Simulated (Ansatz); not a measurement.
Runs of Ansatz 0.2.0 on Sn. The structure is cubic, space group Fd-3m (No. 227). Conventional cell: a = 6.467 Å, b = 6.467 Å, c = 6.467 Å, α = 90.00°, β = 90.00°, γ = 90.00°. Sn (site symmetry -43m) has 4 Sn at 2.80 Å as nearest neighbours. This isn't the form of Sn at room conditions, which is tetragonal (white tin).

```tsv
task	level	potentials or basis	spin	fixed moment (μB)	cell	k mesh	cutoff (eV)	smearing	basis xc grid	basis error allowed	other keys	gap on the mesh (eV)	pressure (GPa)	moment (μB)	relaxed volume (Å³/atom)	largest force (eV/Å)
relaxation of the atoms	PBE	all-electron LAPW, scalar-relativistic	non-collinear, antiferromagnetic start	-	atoms relaxed from: atoms moved at random	5 × 5 × 5	-	fermi-dirac 0.1 eV	4	0.002 eV/atom	basis.xc_grid = 4	-	4.0	0.00	-	-
band structure	PBE+D3(BJ)	all-electron LAPW, Dirac moment of small components	collinear, antiferromagnetic start	-	as given	7 × 7 × 7	237	fermi-dirac 0.05 eV	-	0.002 eV/atom	-	-	(b)	0.00	-	-
projected density of states	RPBE	all-electron LAPW, scalar-relativistic	non-collinear, ferromagnetic start	-	as given	5 × 5 × 5	276	fermi-dirac 0.025 eV	-	0.0005 eV/atom	-	-	5.4	0.00	-	-
band structure	PBEsol	all-electron LAPW, inner shells corrected to Dirac's equation	collinear, antiferromagnetic start	-	as given	7 × 7 × 7	257	methfessel-paxton 0.025 eV	-	0.001 eV/atom	-	-	1.6	0.00	-	-
electric field gradients	RPBE+D4	all-electron PAW datasets made for the crystal	collinear, program default start	1.0	as given	7 × 7 × 7	240	gaussian 0.05 eV	-	-	-	-	(a)	-	-	-
relaxation of cell and atoms	rPW86-PBE+rVV10	all-electron PAW datasets made for the crystal	off	-	relaxed	7 × 7 × 7	-	fermi-dirac 0.1 eV	-	-	-	-	0.0	-	37.41	-
relaxation of cell and atoms	PBEsol+D3(BJ)	all-electron LAPW, relativistic spinors	SOC, no magnetisation	-	relaxed	5 × 5 × 5	-	cold 0.025 eV	-	0.001 eV/atom	-	-	0.0	-	33.93	-
band structure	PBEsol+D3(BJ)	all-electron PAW datasets made for the crystal	collinear, random start, total moment locked	0.0	atoms moved at random, drawn with an rms of 0.15 Å	7 × 7 × 7	260	tetrahedron	-	-	-	-	-	-	-	1.04
relaxation of the atoms	PBE	all-electron LAPW, inner shells corrected to Dirac's equation	collinear, antiferromagnetic start	-	atoms relaxed from: atoms moved at random, drawn with an rms of 0.05 Å	5 × 5 × 5	-	fermi-dirac 0.025 eV	-	0.0005 eV/atom	-	-	4.0	0.00	-	-
single point	PBE	all-electron LAPW, scalar-relativistic	off	-	as given	5 × 5 × 5	226	fermi-dirac 0.02 eV	-	0.003 eV/atom	-	none	4.0	-	-	-
relaxation of cell and atoms	PBE+D3(BJ)+ATM	all-electron LAPW, relativistic spinors	non-collinear, ferromagnetic start, SOC	-	relaxed	5 × 5 × 5	-	fermi-dirac 0.05 eV	-	0.001 eV/atom	-	-	0.0	0.00	35.68	-
single point	PBE+D4	all-electron LAPW, relativistic spinors	non-collinear, ferrimagnetic start, SOC	-	cell strained at random at fixed volume	5 × 5 × 5	255	fermi-dirac 0.01 eV	-	0.002 eV/atom	-	none	2.3	0.00	-	0.61
```

Task: Estimate the missing entries.

Result: (a) 4.4; (b) 2.2.

Caveats: the starting moments weren't kept (some runs); spin-orbit coupling is left out, which moves the levels of the heavy elements (some runs); the k mesh is thin for a metal, which can move the energy by tens of meV per atom (some runs); pairwise dispersion overbinds metals, which lowers pressure and volume (some runs); the total moment is fixed, so each spin has its own Fermi level (some runs); the volume moved by +11 % from the deposited cell, more than functionals usually miss (some runs); with tetrahedron occupations forces and stress needn't match the slope of the energy (some runs).

A k mesh can miss the band edges, and rows without SOC leave out spin-orbit coupling on Sn.

A gap of «none» marks a metal or a gap under the smearing width.

The runs don't all hold the same shells in valence.
